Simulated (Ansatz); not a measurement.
BP: energy along a strain

BP, F-43m, a = 4.538 Å (as given, not relaxed at this level: 1.1 GPa). Ansatz: PBE, PAW, 420 eV, Γ-centred 10×10×10 mesh on 2 atoms, Gaussian smearing 0.05 eV; no spin polarisation. Cell vectors (Å): 0.000 2.269 2.269; 2.269 0.000 2.269; 2.269 2.269 0.000. The cell is strained by x per cent times the pattern (0 1 0 0 0 0) in the order xx yy zz yz xz xy (engineering shears), with fractional coordinates held. y is the free energy over the start, V0 = 11.682 Å³/atom.

| x (%) | y (meV/atom) |
| --- | --- |
| -2.00 | 6.75 |
| -1.50 | 4.09 |
| -1.00 | 2.09 |
| -0.50 | 0.73 |
| 0.00 | 0.00 |
| 0.50 | -0.09 |
| 1.00 | 0.43 |
| 1.50 | 1.57 |
| 1.75 | 2.37 |
| 2.00 | ? |

**Question.** Fit y = c1 x + c2 x² + c3 x³ to the other rows, get the stiffness along the pattern, and predict the missing energy.

**Answer.** Least squares on the rows shown. y = −0.8191 x + 1.259 x² − 0.009593 x³. The clamped-ion stiffness p·C·p = 2 × 12.59 eV × 160.2 / 11.682 Å³ = 345 GPa, which is C22 in these axes (C11 of the cubic crystal) (second derivative at the start, which stands under stress). At x = 2.00 the fit asked for gives 3.32 meV/atom. The run gave 3.31 meV/atom, so the fit is 0.01 meV/atom too high, a small miss on the scale of the series.